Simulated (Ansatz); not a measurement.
**BeO under a change: electrons 1.5×10^21 cm⁻³**

Base system: BeO in the wurtzite structure (space group P6_3mc, No. 186; a = 2.6905 Å, c = 4.3699 Å).

Perturbation: electron doping at 1.5×10^21 cm⁻³ (0.0411 per cell), with a uniform compensating background at fixed cell and a 300 K Fermi–Dirac width.

The values are results of r2SCAN in Ansatz (plane waves to 500 eV, PAW, no spin-orbit coupling), not measurements. k-mesh 25×25×14 (Γ-centred); smearing 0.0259 eV (Fermi–Dirac).

| quantity | base | changed | shift |
|---|---|---|---|
| gap between the host's bands | 8.55 eV | 8.53 eV | -0.025 eV |
| gap character | direct at Γ | direct at Γ | – |
| Fermi level relative to the doped band's edge (positive inside the band; to 0.05 eV) | – | +0.70 eV | – |

Final structure:

```
BeO
1.0
    2.69049     0.00000     0.00000
   -1.34524     2.33003     0.00000
    0.00000     0.00000     4.36988
Be O
2 2
Direct
  0.66667   0.33333   0.00145
  0.33333   0.66667   0.50145
  0.66667   0.33333   0.62375
  0.33333   0.66667   0.12375
```
Cell charge -0.041092.

Charged cell with a jellium background: band edges are those of the host's band count, energies are not comparable with the neutral cell, and many-body gap narrowing is missing. Stability against distortions was not tested.

Ansatz is a first-principles code.
